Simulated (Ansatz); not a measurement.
## CuI: band gap by level of theory

```xyz
2
Lattice="0.0000 3.0315 3.0315 3.0315 0.0000 3.0315 3.0315 3.0315 0.0000" Properties=species:S:1:pos:R:3 pbc="T T T"
I     0.0000    0.0000    0.0000
Cu    4.5473    4.5473    4.5473
```

```csv
rung,level,program and potentials,cutoff (eV),k mesh,task,spin,core time,chip,band gap (eV),notes
GGA,PBE,"Ansatz, Ansatz PAW",420,4 × 4 × 4,single point,off,1.6 s,Arm Neoverse V1,1.12,coarse mesh
GGA,PBEsol,"Ansatz, Ansatz PAW",420,8 × 8 × 8,single point,off,8.1 s,Intel Xeon Skylake/Cascade Lake,1.01,"potentials made for PBE, which Ansatz adapts in part"
GGA,PBE,"Ansatz, Ansatz PAW",420,8 × 8 × 8,band structure,off,14 s,Arm Neoverse V1,1.12,-
GGA,rPW86-PBE,"Ansatz, Ansatz PAW",420,8 × 8 × 8,band structure,off,16 s,Arm Neoverse V1,1.04,"potentials made for PBE, which Ansatz adapts in part"
GGA + U (6.2 eV),"PBEsol+U (Cu d U = 6.2 eV, fll (the default))","Ansatz, Ansatz PAW",420,8 × 8 × 8,band structure,off,18 s,Arm Neoverse V1,1.98,"potentials made for PBE, which Ansatz adapts in part"
GGA,revPBE,"Ansatz, Ansatz PAW",420,8 × 8 × 8,band structure,off,20 s,Intel Xeon Skylake/Cascade Lake,1.22,"potentials made for PBE, which Ansatz adapts in part"
LDA,LDA,"Ansatz, Ansatz PAW",420,8 × 8 × 8,band structure,off,20 s,Arm Neoverse V1,0.94,"potentials made for PBE, which Ansatz adapts in part"
GGA,rPW86-PBE,"Ansatz, Ansatz PAW",420,8 × 8 × 8,projected density of states,"SOC, no magnetisation",58 s,Arm Neoverse V1,0.88,"potentials made for PBE, which Ansatz adapts in part"
LDA,LDA,"Ansatz, Ansatz PAW",420,6 × 6 × 6,band structure,"SOC, no magnetisation",62 s,Arm Neoverse V1,0.77,"potentials made for PBE, which Ansatz adapts in part"
GGA,PBE,"Ansatz, Ansatz PAW",420,6 × 6 × 6,band structure,"SOC, no magnetisation",62 s,Arm Neoverse V1,0.97,-
Hartree-Fock,HF,"Ansatz, Ansatz PAW",420,4 × 4 × 4,band structure,off,3.4 min,AMD EPYC 7B13 Zen 3,9.91,"coarse mesh; potentials made for PBE, which Ansatz adapts in part"
hybrid,HSE06,"Ansatz, Ansatz PAW",420,4 × 4 × 4,single point,"SOC, no magnetisation",5.8 min,Intel Xeon Skylake/Cascade Lake,2.42,"coarse mesh; potentials made for PBE, which Ansatz adapts in part"
hybrid,PBE0,"Ansatz, Ansatz PAW",420,4 × 4 × 4,single point,"SOC, no magnetisation",6.2 min,Intel Xeon Skylake/Cascade Lake,3.10,"coarse mesh; potentials made for PBE, which Ansatz adapts in part"
hybrid,PBEsol0,"Ansatz, Ansatz PAW",420,4 × 4 × 4,band structure,off,8.9 min,Intel Xeon Skylake/Cascade Lake,3.21,"coarse mesh; potentials made for PBE, which Ansatz adapts in part"
hybrid,HSE03,"Ansatz, Ansatz PAW",420,4 × 4 × 4,band structure,off,9 min,Intel Xeon Skylake/Cascade Lake,2.43,"coarse mesh; potentials made for PBE, which Ansatz adapts in part"
hybrid,HSE06,"Ansatz, Ansatz PAW",420,4 × 4 × 4,band structure,off,9.2 min,Intel Xeon Skylake/Cascade Lake,2.64,"coarse mesh; potentials made for PBE, which Ansatz adapts in part"
hybrid,r2SCANh,"Ansatz, Ansatz PAW",500,4 × 4 × 4,band structure,off,11 min,Intel Xeon Skylake/Cascade Lake,2.43,"coarse mesh; potentials made for PBE, which Ansatz adapts in part"
hybrid,r2SCAN50,"Ansatz, Ansatz PAW",500,4 × 4 × 4,band structure,off,12 min,Intel Xeon Skylake/Cascade Lake,5.62,"coarse mesh; potentials made for PBE, which Ansatz adapts in part"
```

Times are single runs on shared hosts and different chips, so they are rough; meshes, cutoffs and the tasks' sizes weigh on the time. Gaps are the least found on the k mesh or the band path, and a mesh can miss the band edges. The cell comes from a database and isn't always the measured one. Meshes differ between rows, which moves values too. All levels ran on this one cell, unrelaxed unless noted. Meshes are those of the run's cell of 2 atoms unless a note names another. Runs on faulty files, with rough fits or with known faults for this quantity aren't shown.

By rung: LDA 0.94; LDA with SOC 0.77; GGA 1.01 to 1.22; GGA + U (6.2 eV) 1.98; GGA with SOC 0.88 to 0.97; GGA on coarse meshes 1.12; hybrid with SOC on coarse meshes 2.42 to 3.10; hybrid on coarse meshes 2.43 to 5.62; Hartree-Fock on coarse meshes 9.91 (eV).
